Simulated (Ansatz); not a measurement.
# MoS2 (R3m) in Ansatz: further runs

The runs below take MoS2 through band structure, with LDA, PBE, PBEsol, RPBE, revPBE.

Everything below comes from runs of Ansatz 0.2.0. Logs are shortened: lines on timing, memory, paths and dates and some standing lists are left out, and cuts for length are marked.

**1. The crystal as given**

The structure is trigonal, space group R3m (No. 160). The conventional cell has a = 3.160 Å, b = 3.160 Å, c = 18.450 Å, α = 90.00°, β = 90.00°, γ = 120.00°. Mo (site symmetry 3m) has 6 S at 2.39 Å as nearest neighbours. S (site symmetry 3m) is surrounded by 3 Mo at 2.39 Å. S (site symmetry 3m) has 3 Mo at 2.39 Å as nearest neighbours.

Measurements of this composition are mostly on another form, of space group No. 194.

**2. Band structure, LDA**

Input file input.yaml:

```yaml
crystal:
  lattice:
    - [1.58, 0.9122134253, 6.15]
    - [-1.58, 0.9122134253, 6.15]
    - [0.0, -1.8244268506, 6.15]
  atoms:
    - { symbol: Mo, position: [0.0, 0.0, 0.0] }
    - { symbol: S, position: [0.417, 0.417, 0.417] }
    - { symbol: S, position: [0.25, 0.25, 0.25] }
hamiltonian:
  xc: lda
  pseudopotentials: { kind: paw }
kpoints:
  mp_grid: { grid: [6, 6, 6] }
  band_path:
    path:
      - [[0.0, 0.0, 0.0], [0.5, 0.0, 0.0], [0.5, 0.181334009, -0.181334009]]
      - [[0.818665991, 0.5, 0.181334009], [0.5, 0.5, 0.5], [0.0, 0.0, 0.0], [0.3406670045, 0.0, -0.3406670045]]
      - [[0.6593329955, 0.3406670045, 0.0], [0.5, 0.5, 0.0], [0.6593329955, 0.6593329955, 0.181334009], [0.5, 0.5, 0.5]]
      - [[0.5, 0.0, 0.0], [0.818665991, 0.3406670045, 0.3406670045]]
    npoints: 14
scf:
  occupations: { method: fermi_dirac, width: 0.05 }
  n_extra_bands: 7
output:
  forces: true
  stress: true
  eigenvalues: true
  fatbands: true
  write_density: true
  write_potential: true
  elf: true
  volumetric_format: npy
```

Potentials or basis: Ansatz PAW.

Command:

```bash
ansatz run input.yaml --threads 2 --pin off --max-ram 5632MiB --backend cpu --events-out ev --progress --plain --runs-dir out
```

The program printed:

```text
Warning: RAYON_NUM_THREADS=2 ignored (pool sized by the plan → 2); use --threads N
basis.fft_grid_basis auto: the FFT boxes are laid along the combinations [[1, -1, 0], [0, 1, 0], [0, -1, 1]] of the cell's own vectors, 3.160, 6.415 and 3.160 Å long. The dense box has 24×45×24 points. Along the cell's own vectors, as sized, it would have 45×45×45, 3.52 times as many. Of the 6 symmetry operations that the crystal satisfies within crystal.symmetry.tolerance (time reversal apart; of a slab, those that keep its plane) the dense box along the cell's own vectors carries 6, and the one as laid loses 4 of those. basis.fft_grid_basis: typed keeps the cell's own vectors: state it where this run's energies or levels are differenced outside the engine with another run's, or held beside a run that keeps those vectors. Those combinations have planes normal to reciprocal vector 3, as the cell's own vectors have. Each planar average written beside output.write_density, output.write_potential has a row for each plane of the box: 24. The volumetric files lie along those combinations, not along the cell's own vectors: a cube or XSF file states them, and fields.json those of NumPy files.
scf.n_extra_bands = 7 over 13 filled bands (N_el = 26.0): the run solves 20 bands
Engine: ansatz 0.2.0, x86_64-unknown-linux-gnu
Pseudopotentials: kind: paw
Pseudopotential: Mo, paw, valence charge 14, recommended cutoff 420 eV (normal), Mo.paw.azcp
Pseudopotential: S, paw, valence charge 6, recommended cutoff 420 eV (normal), S.paw.azcp
Functional definition: SPW92
  exchange = slater_x
  correlation = pw_c
Crystal: 3 atoms, lattice volume = 53.184 Å³
Basis set: ecut = 420 eV, 1011 PW (Γ), FFT grids on a1−a2, a2, −a2+a3
Bands: 20, of which v1, the nominal top of the filled ones, is band 13 counted from 1 (12 counted from 0)
Symmetry: 6 space group operations
Space group: R3m (ITA 160), of the structure as read, at distance tolerance 3.8e-5 Å
k-points: 32 of 216 (time reversal used)
Non-local potential: Mo, projectors of the file, l = 0: 3, l = 1: 2, l = 2: 2, l = 3: 1
Non-local potential: S, projectors of the file, l = 0: 2, l = 1: 2, l = 2: 2
PAW form: soft (Blöchl's): semilocal exchange-correlation on the pseudo side does not see the compensation charge
PAW frozen core: Mo, regenerated for the run's functional, and the local potential with it (the file was generated under x = pbe(κ = 0.804, μ = 0.2195149727645171), c = pbe(β = 0.06672455060314922))
PAW frozen core: S, regenerated for the run's functional, and the local potential with it (the file was generated under x = pbe(κ = 0.804, μ = 0.2195149727645171), c = pbe(β = 0.06672455060314922))
PAW one-centre angular grid: Mo, 590 points (default); XC on 64 Gauss nodes
PAW one-centre angular grid: S, 110 points (default); XC on 64 Gauss nodes
Initial density: superposition of atomic densities (neutral atoms: chi_scale 0, normalization atom), corrected by the library's trained network
Initial wavefunctions: pseudopotential atomic-orbital guess
Functional: x = slater, c = lda
SCF iter   1: F=—  HF=-6584.869997 eV  |F-HF|=—  |Δ(HF+E_count)|=         —  Δρ=7.67e-3  dr2=1.63e-2  ethr=1.77e-3  ⟨swp⟩=6.0  Hψ=3573  notcnv=0  defer=1
preconditioner: auto → none  [insulator: Δε(μ)=0.865 eV  Ē_g=10.475 eV  σ=0.050 eV  W_gap=1.00  n_scr=16 (ndim 8)  ℏωp=21.6 eV  f_vac=0.016  D(μ)=0.00/eV (n_scr^D=0)  ε∞_Penn≈5.3]
SCF iter   2: F=—  HF=-6584.874127 eV  |F-HF|=—  |Δ(HF+E_count)|=   4.13e-3  Δρ=5.70e-3  dr2=3.21e-2  ethr=6.25e-5  ⟨swp⟩=2.9  Hψ=1381  notcnv=0  defer=52
SCF iter   3: F=—  HF=-6584.871782 eV  |F-HF|=—  |Δ(HF+E_count)|=   2.35e-3  Δρ=3.91e-3  dr2=1.50e-2  ethr=6.25e-5  ⟨swp⟩=2.1  Hψ=961  notcnv=0  defer=52
SCF iter   4: F=—  HF=-6584.870280 eV  |F-HF|=—  |Δ(HF+E_count)|=   1.50e-3  Δρ=1.75e-3  dr2=2.26e-3  ethr=5.77e-5  ⟨swp⟩=1.0  Hψ=582  notcnv=0  defer=52
SCF iter   5: F=—  HF=-6584.870034 eV  |F-HF|=—  |Δ(HF+E_count)|=   2.46e-4  Δρ=4.28e-4  dr2=1.11e-4  ethr=8.71e-6  ⟨swp⟩=1.2  Hψ=589  notcnv=0  defer=52
SCF iter   6: F=—  HF=-6584.870027 eV  |F-HF|=—  |Δ(HF+E_count)|=   6.38e-6  Δρ=1.23e-4  dr2=4.57e-6  ethr=4.28e-7  ⟨swp⟩=2.4  Hψ=731  notcnv=0  defer=52
SCF iter   7: F=—  HF=-6584.870029 eV  |F-HF|=—  |Δ(HF+E_count)|=   1.42e-6  Δρ=4.60e-5  dr2=3.12e-6  ethr=1.76e-8  ⟨swp⟩=2.0  Hψ=882  notcnv=0  defer=36
SCF iter   8: F=—  HF=-6584.870028 eV  |F-HF|=—  |Δ(HF+E_count)|=   4.04e-7  Δρ=2.07e-5  dr2=6.48e-7  ethr=1.20e-8  ⟨swp⟩=1.0  Hψ=582  notcnv=0  defer=36
SCF iter   9: F=-6584.870028 eV  HF=-6584.870028 eV  |F-HF|=1.33e-8  |Δ(HF+E_count)|=   1.07e-7  Δρ=3.23e-6  dr2=1.53e-8  ethr=3.85e-10  ⟨swp⟩=11.7  Hψ=4372  notcnv=0
SCF 1 converged in 9 iterations: F = -6584.870028 eV  dr2 = 1.53e-8
NSCF: frozen V_eff on 130 k-points
SCF converged after 9 iterations
Free energy (F): -6584.870028 eV
Harris-Foulkes:  -6584.870028 eV  (|F-HF|=1.33e-8)
Internal energy: -6584.870022 eV  (E = F + TS)
E sigma→0 (E₀):  -6584.870025 eV
Entropy (-TS):   -0.000007 eV (-0.002 meV/atom)
Fermi energy:    11.236027 eV
--- Per-component energies (eV) ---
  E_band       = -159.490413
  E_kinetic    = 658.278346
  E_local      = -1997.379775  (includes V_loc(G=0)·N_el)
  E_nonlocal   = 206.316171
  E_hartree    = 768.666980
  E_xc         = -376.324477
  E_vxc        = -405.933044  (∫ρ·V_xc dr)
  E_paw        = -4226.803901  (= ΣΔE_a)
  E_vpaw       = -158.100579  (= ΣTr[D̂ρ^β])
  E_aug_tail   = 0.000021  (compensation charges beyond the density's cutoff)
  E_ewald      = -1618.402598
  E_core_change = 0.779211  (= ΣΔE_core)
  E_smearing   = -0.000007  (= −TS)
  E_closure    = 0.000000  (closes the sum)
  Σ components = -6584.870028   (vs F -6584.870028, Δ=0.00e0)
--- Forces (eV/Å), atoms counted from 1 ---
  atom   1  Mo     0.00000000    -0.00000000     0.08303832
  atom   2  S      0.00000000     0.00000000     0.00415343
  atom   3  S     -0.00000000    -0.00000000    -0.08717261
  max |Σ_I F_I| component: 1.91e-5 eV/Å
--- Stress (GPa, compression-positive) ---
       -3.280103       0.000000       0.000000
        0.000000      -3.280103       0.000000
        0.000000       0.000000      -0.734010
  P = ⅓ Tr σ = -2.4314 GPa (-24.314 kbar)
--- Band table (eV; the first three rows and the last of 32) ---
  k-point 0: bands = ["-50.5822", "-24.8160", "-24.5694", "-24.5694", "-4.2368", "-2.4873", "3.8027", "7.3631", "7.3631", "8.5036", "8.5036", "9.5947", "9.6483", "12.8591", "12.8591", "13.2970", "13.2970", "16.2061", "18.8009", "19.1187"]
  k-point 1: bands = ["-50.5717", "-24.7951", "-24.6748", "-24.5933", "-3.8146", "-2.3619", "4.2576", "6.6066", "7.4009", "7.7966", "7.9336", "9.4920", "9.7486", "12.2877", "12.8963", "12.9093", "13.4664", "17.7401", "19.2751", "19.8172"]
  k-point 2: bands = ["-50.5506", "-24.8804", "-24.7530", "-24.6407", "-2.8217", "-2.0724", "4.5007", "5.7941", "6.1093", "7.1061", "8.7309", "8.7989", "9.0452", "12.2365", "12.4360", "13.8841", "14.1529", "17.6352", "18.0931", "18.5249"]
  k-point 31: bands = ["-50.5822", "-24.8161", "-24.5694", "-24.5694", "-3.9859", "-2.9175", "4.8170", "7.2891", "7.3492", "7.3492", "8.5307", "8.5307", "10.8659", "12.9563", "12.9563", "13.1616", "13.1616", "16.3079", "19.2848", "20.5884"]
```

Run time: 4.8 s. Hardware: 2 threads of Intel Xeon Platinum 8488C (Sapphire Rapids), shared host; peak memory 0.4 GiB.

What came out:

- Free energy: -6584.8700 eV
- Pressure: -2.4 GPa
- Largest force: 0.087 eV/Å
- Band gap on the k mesh: 0.87 eV, indirect (least direct gap 1.70 eV)
- Band gap along the path: 0.86 eV, indirect (least direct gap 1.71 eV)

Forces in eV/Å, atoms in the order of the input:
```
Mo   0.000  0.000  0.083
S    0.000  0.000  0.004
S    0.000  0.000 -0.087
```

Stress tensor (GPa, compression positive):
```
-3.28  0.00  0.00
 0.00 -3.28  0.00
 0.00  0.00 -0.73
```

Levels at the corners of the path, in eV from the valence-band top:
| point | band 10 | band 11 | band 12 | band 13 | band 14 | band 15 | band 16 | band 17 |
| --- | --- | --- | --- | --- | --- | --- | --- | --- |
| Γ | -2.36 | -2.36 | -1.27 | -1.22 | 1.99 | 1.99 | 2.43 | 2.43 |
| L | -4.09 | -2.35 | -1.67 | -1.53 | 1.54 | 1.96 | 3.38 | 3.46 |
| B1 | -4.40 | -3.80 | -2.81 | -0.84 | 0.93 | 2.22 | 2.97 | 4.18 |
| B | -4.40 | -3.80 | -2.81 | -0.84 | 0.93 | 2.22 | 2.97 | 4.18 |
| Z | -3.52 | -2.34 | -2.34 | 0.00 | 2.09 | 2.09 | 2.30 | 2.30 |
| Γ | -2.36 | -2.36 | -1.27 | -1.22 | 1.99 | 1.99 | 2.43 | 2.43 |
| X | -4.40 | -3.73 | -2.87 | -0.82 | 0.90 | 2.22 | 2.95 | 4.19 |
| Q | -4.40 | -3.73 | -2.87 | -0.82 | 0.90 | 2.22 | 2.95 | 4.19 |
| F | -4.02 | -2.93 | -1.85 | -1.34 | 1.49 | 2.09 | 2.91 | 3.89 |
| P1 | -4.03 | -2.81 | -1.81 | -1.37 | 1.50 | 2.12 | 2.97 | 3.78 |
| Z | -3.52 | -2.34 | -2.34 | 0.00 | 2.09 | 2.09 | 2.30 | 2.30 |
| L | -4.09 | -2.35 | -1.67 | -1.53 | 1.54 | 1.96 | 3.38 | 3.46 |
| P | -4.03 | -2.81 | -1.81 | -1.37 | 1.50 | 2.12 | 2.97 | 3.78 |

Caveat: the PAW data sets come from PBE, with cores solved anew for the run's functional, which leaves a small shift of forces and pressure.

**3. Band structure, PBE**

Edit input.yaml of step 2 so:

```diff
@@ -10,3 +10,3 @@
 hamiltonian:
-  xc: lda
+  xc: pbe
   pseudopotentials: { kind: paw }
@@ -28,6 +28,2 @@
   eigenvalues: true
-  fatbands: true
-  write_density: true
-  write_potential: true
-  elf: true
-  volumetric_format: npy
+  fatbands: false
```

Potentials or basis: Ansatz PAW.

Command:

```bash
ansatz run input.yaml --threads 2 --pin off --max-ram 5632MiB --backend cpu --events-out ev --progress --plain --runs-dir out
```

The program printed:

```text
Warning: RAYON_NUM_THREADS=2 ignored (pool sized by the plan → 2); use --threads N
basis.fft_grid_basis auto: the FFT boxes are laid along the combinations [[1, 0, -1], [0, 1, -1], [0, 0, 1]] of the cell's own vectors, 3.160, 3.160 and 6.415 Å long. The dense box has 24×24×45 points. Along the cell's own vectors, as sized, it would have 45×45×45, 3.52 times as many. Of the 6 symmetry operations that the crystal satisfies within crystal.symmetry.tolerance (time reversal apart; of a slab, those that keep its plane) the dense box along the cell's own vectors carries 6, and the one as laid loses 4 of those. basis.fft_grid_basis: typed keeps the cell's own vectors: state it where this run's energies or levels are differenced outside the engine with another run's, or held beside a run that keeps those vectors.
scf.n_extra_bands = 7 over 13 filled bands (N_el = 26.0): the run solves 20 bands
[... 4 set-up lines as earlier in the session ...]
Functional definition: PBE
  parameter kappa = 0.804
  parameter beta = 0.06672455060314922
  exchange = pbe_x(kappa = kappa, mu = beta*pi^2/3)
  correlation = pbe_c(beta = beta)
Crystal: 3 atoms, lattice volume = 53.184 Å³
Basis set: ecut = 420 eV, 1011 PW (Γ), FFT grids on a1−a3, a2−a3, a3, exchange–correlation on 48×48×90 points (8 copies of the dense FFT grid, shifted against one another)
Bands: 20, of which v1, the nominal top of the filled ones, is band 13 counted from 1 (12 counted from 0)
[... 2 set-up lines as earlier in the session ...]
k-points: 32 of 216 (time reversal used)
[... 7 set-up lines as earlier in the session ...]
Functional: x = pbe(κ = 0.804, μ = 0.2195149727645171), c = pbe(β = 0.06672455060314922)
SCF iter   1: F=—  HF=-6762.745734 eV  |F-HF|=—  |Δ(HF+E_count)|=         —  Δρ=5.55e-3  dr2=3.99e-3  ethr=1.77e-3  ⟨swp⟩=6.1  Hψ=3618  notcnv=0  defer=1
preconditioner: auto → none  [insulator: Δε(μ)=0.926 eV  Ē_g=10.571 eV  σ=0.050 eV  W_gap=1.00  n_scr=16 (ndim 8)  ℏωp=21.6 eV  f_vac=0.016  D(μ)=0.00/eV (n_scr^D=0)  ε∞_Penn≈5.2]
SCF iter   2: F=—  HF=-6762.750016 eV  |F-HF|=—  |Δ(HF+E_count)|=   4.28e-3  Δρ=2.94e-3  dr2=1.87e-3  ethr=1.54e-5  ⟨swp⟩=2.2  Hψ=1283  notcnv=0  defer=22
SCF iter   3: F=—  HF=-6762.752758 eV  |F-HF|=—  |Δ(HF+E_count)|=   2.74e-3  Δρ=2.40e-3  dr2=8.26e-3  ethr=7.18e-6  ⟨swp⟩=2.1  Hψ=889  notcnv=0  defer=22  recentre
SCF iter   4: F=—  HF=-6762.751943 eV  |F-HF|=—  |Δ(HF+E_count)|=   8.15e-4  Δρ=4.90e-4  dr2=1.40e-4  ethr=7.18e-6  ⟨swp⟩=2.2  Hψ=823  notcnv=0  defer=22
SCF iter   5: F=—  HF=-6762.751959 eV  |F-HF|=—  |Δ(HF+E_count)|=   1.63e-5  Δρ=1.11e-4  dr2=1.50e-5  ethr=5.38e-7  ⟨swp⟩=2.2  Hψ=805  notcnv=0  defer=22
SCF iter   6: F=—  HF=-6762.751957 eV  |F-HF|=—  |Δ(HF+E_count)|=   2.49e-6  Δρ=5.89e-5  dr2=1.62e-6  ethr=5.77e-8  ⟨swp⟩=2.1  Hψ=719  notcnv=0  defer=24
SCF iter   7: F=—  HF=-6762.751958 eV  |F-HF|=—  |Δ(HF+E_count)|=   9.01e-7  Δρ=1.60e-5  dr2=1.82e-7  ethr=6.22e-9  ⟨swp⟩=2.0  Hψ=830  notcnv=0  defer=24
SCF iter   8: F=-6762.751958 eV  HF=-6762.751958 eV  |F-HF|=2.09e-8  |Δ(HF+E_count)|=   1.14e-7  Δρ=4.93e-6  dr2=5.65e-9  ethr=3.85e-10  ⟨swp⟩=9.2  Hψ=2734  notcnv=0
SCF 1 converged in 8 iterations: F = -6762.751958 eV  dr2 = 5.65e-9
NSCF: frozen V_eff on 130 k-points
SCF converged after 8 iterations
Free energy (F): -6762.751958 eV
Harris-Foulkes:  -6762.751958 eV  (|F-HF|=2.09e-8)
Internal energy: -6762.751954 eV  (E = F + TS)
E sigma→0 (E₀):  -6762.751956 eV
Entropy (-TS):   -0.000004 eV (-0.001 meV/atom)
Fermi energy:    11.488382 eV
--- Per-component energies (eV) ---
  E_band       = -154.282689
  E_kinetic    = 657.953326
  E_local      = -1989.404787  (includes V_loc(G=0)·N_el)
  E_nonlocal   = 199.333540
  E_hartree    = 768.658860
  E_xc         = -379.221747
  E_vxc        = -405.972509  (∫ρ·V_xc dr)
  E_paw        = -4401.668584  (= ΣΔE_a)
  E_vpaw       = -153.509232  (= ΣTr[D̂ρ^β])
  E_aug_tail   = 0.000037  (compensation charges beyond the density's cutoff)
  E_ewald      = -1618.402598
  E_smearing   = -0.000004  (= −TS)
  E_closure    = 0.000000  (closes the sum)
  Σ components = -6762.751958   (vs F -6762.751958, Δ=0.00e0)
--- Forces (eV/Å), atoms counted from 1 ---
  atom   1  Mo     0.00000000    -0.00000000     0.08627367
  atom   2  S     -0.00000000     0.00000000     0.44092620
  atom   3  S      0.00000000    -0.00000000    -0.52722257
  max |Σ_I F_I| component: 2.27e-5 eV/Å
--- Stress (GPa, compression-positive) ---
        4.533077       0.000000       0.000000
        0.000000       4.533077       0.000000
        0.000000       0.000000       6.977534
  P = ⅓ Tr σ = 5.3479 GPa (53.479 kbar)
--- Band table (eV; the first three rows and the last of 32) ---
  k-point 0: bands = ["-50.4851", "-24.6506", "-24.4172", "-24.4172", "-4.0442", "-2.3208", "4.0764", "7.6083", "7.6083", "8.7427", "8.7427", "9.8199", "9.9171", "13.1092", "13.1092", "13.5309", "13.5309", "16.5680", "19.1650", "19.5552"]
  k-point 1: bands = ["-50.4747", "-24.6298", "-24.5213", "-24.4408", "-3.6263", "-2.1955", "4.5262", "6.8537", "7.6419", "8.0366", "8.1742", "9.7407", "9.9676", "12.5676", "13.1357", "13.1855", "13.7150", "18.1056", "19.6237", "20.1787"]
  k-point 2: bands = ["-50.4538", "-24.7244", "-24.5881", "-24.4877", "-2.6458", "-1.9068", "4.7643", "6.0393", "6.3434", "7.3478", "8.9555", "9.0218", "9.2985", "12.5276", "12.6864", "14.1688", "14.4044", "18.0216", "18.4768", "18.8632"]
  k-point 31: bands = ["-50.4851", "-24.6507", "-24.4172", "-24.4172", "-3.7998", "-2.7363", "5.0559", "7.5875", "7.5942", "7.5942", "8.7701", "8.7701", "11.0941", "13.2045", "13.2045", "13.3976", "13.3976", "16.6474", "19.6300", "20.9581"]
```

It took 3 s on 2 threads of Intel Xeon Platinum 8488C (Sapphire Rapids), shared host; peak memory 0.39 GiB.

What came out:

* Free energy: -6762.7520 eV
* Pressure: 5.3 GPa
* Largest force: 0.527 eV/Å
* Band gap on the k mesh: 0.92 eV, indirect (least direct gap 1.71 eV)
* Band gap along the path: 0.92 eV, indirect (least direct gap 1.71 eV)

Forces in eV/Å, atoms in the order of the input:
```
Mo   0.000  0.000  0.086
S    0.000  0.000  0.441
S    0.000  0.000 -0.527
```

Stress tensor (GPa, compression positive):
```
4.53 0.00 0.00
0.00 4.53 0.00
0.00 0.00 6.98
```

Levels at the corners of the path, in eV from the valence-band top:
| point | band 9 | band 10 | band 11 | band 12 | band 13 | band 14 | band 15 | band 16 | band 17 | band 18 |
| --- | --- | --- | --- | --- | --- | --- | --- | --- | --- | --- |
| Γ | -3.49 | -2.35 | -2.35 | -1.27 | -1.18 | 2.02 | 2.02 | 2.44 | 2.44 | 5.47 |
| L | -5.07 | -4.07 | -2.36 | -1.68 | -1.50 | 1.57 | 2.00 | 3.46 | 3.49 | 5.25 |
| B1 | -4.91 | -4.42 | -3.79 | -2.83 | -0.81 | 0.96 | 2.30 | 3.00 | 4.23 | 6.34 |
| B | -4.91 | -4.42 | -3.79 | -2.83 | -0.81 | 0.96 | 2.30 | 3.00 | 4.23 | 6.34 |
| Z | -3.50 | -3.50 | -2.32 | -2.32 | 0.00 | 2.11 | 2.11 | 2.30 | 2.30 | 5.55 |
| Γ | -3.49 | -2.35 | -2.35 | -1.27 | -1.18 | 2.02 | 2.02 | 2.44 | 2.44 | 5.47 |
| X | -4.96 | -4.42 | -3.72 | -2.88 | -0.79 | 0.93 | 2.30 | 2.99 | 4.25 | 6.25 |
| Q | -4.96 | -4.42 | -3.72 | -2.88 | -0.79 | 0.93 | 2.30 | 2.99 | 4.25 | 6.25 |
| F | -4.78 | -4.00 | -2.92 | -1.86 | -1.33 | 1.52 | 2.12 | 3.00 | 3.91 | 5.97 |
| P1 | -4.85 | -4.02 | -2.80 | -1.82 | -1.36 | 1.53 | 2.15 | 3.06 | 3.80 | 5.58 |
| Z | -3.50 | -3.50 | -2.32 | -2.32 | 0.00 | 2.11 | 2.11 | 2.30 | 2.30 | 5.55 |
| L | -5.07 | -4.07 | -2.36 | -1.68 | -1.50 | 1.57 | 2.00 | 3.46 | 3.49 | 5.25 |
| P | -4.85 | -4.02 | -2.80 | -1.82 | -1.36 | 1.53 | 2.15 | 3.06 | 3.80 | 5.58 |

Expect the measured gap to be larger: semilocal functionals such as PBE lack the derivative discontinuity.

**4. Band structure, PBEsol**

Edit input.yaml of step 3 so:

```diff
@@ -10,3 +10,3 @@
 hamiltonian:
-  xc: pbe
+  xc: pbesol
   pseudopotentials: { kind: paw }
```

Command:

```bash
ansatz run input.yaml --threads 2 --pin off --max-ram 5632MiB --backend cpu --events-out ev --progress --plain --runs-dir out
```

Run time: 3.1 s. Hardware: 2 threads of Intel Xeon Platinum 8488C (Sapphire Rapids), shared host; peak memory 0.4 GiB.

Results (log left out):

```
Free energy             : -6670.1614 eV
Pressure                : 0.3 GPa
Largest force           : 0.266 eV/Å
Band gap on the k mesh  : 0.90 eV, indirect (least direct gap 1.71 eV)
Band gap along the path : 0.89 eV, indirect (least direct gap 1.71 eV)
```

Forces on the atoms (eV/Å):
```
Mo   0.000  0.000  0.086
S    0.000  0.000  0.180
S    0.000  0.000 -0.266
```

Stress tensor (GPa, compression positive):
```
-0.67  0.00  0.00
 0.00 -0.67  0.00
 0.00  0.00  2.35
```

Levels at the corners of the path, in eV from the valence-band top:
| point | band 10 | band 11 | band 12 | band 13 | band 14 | band 15 | band 16 | band 17 |
| --- | --- | --- | --- | --- | --- | --- | --- | --- |
| Γ | -2.36 | -2.36 | -1.27 | -1.21 | 2.01 | 2.01 | 2.45 | 2.45 |
| L | -4.09 | -2.36 | -1.67 | -1.53 | 1.56 | 1.99 | 3.41 | 3.48 |
| B1 | -4.42 | -3.81 | -2.83 | -0.82 | 0.94 | 2.25 | 3.00 | 4.22 |
| B | -4.42 | -3.81 | -2.83 | -0.82 | 0.94 | 2.25 | 3.00 | 4.22 |
| Z | -3.52 | -2.33 | -2.33 | 0.00 | 2.10 | 2.10 | 2.31 | 2.31 |
| Γ | -2.36 | -2.36 | -1.27 | -1.21 | 2.01 | 2.01 | 2.45 | 2.45 |
| X | -4.43 | -3.74 | -2.88 | -0.81 | 0.91 | 2.25 | 2.98 | 4.23 |
| Q | -4.43 | -3.74 | -2.88 | -0.81 | 0.91 | 2.25 | 2.98 | 4.23 |
| F | -4.02 | -2.93 | -1.86 | -1.36 | 1.52 | 2.11 | 2.95 | 3.91 |
| P1 | -4.03 | -2.81 | -1.82 | -1.38 | 1.52 | 2.14 | 3.01 | 3.80 |
| Z | -3.52 | -2.33 | -2.33 | 0.00 | 2.10 | 2.10 | 2.31 | 2.31 |
| L | -4.09 | -2.36 | -1.67 | -1.53 | 1.56 | 1.99 | 3.41 | 3.48 |
| P | -4.03 | -2.81 | -1.82 | -1.38 | 1.52 | 2.14 | 3.01 | 3.80 |

Caveat: the PAW data sets come from PBE, with cores solved anew for the run's functional, which leaves a small shift of forces and pressure.

(Part 1 of 2 ends here.)
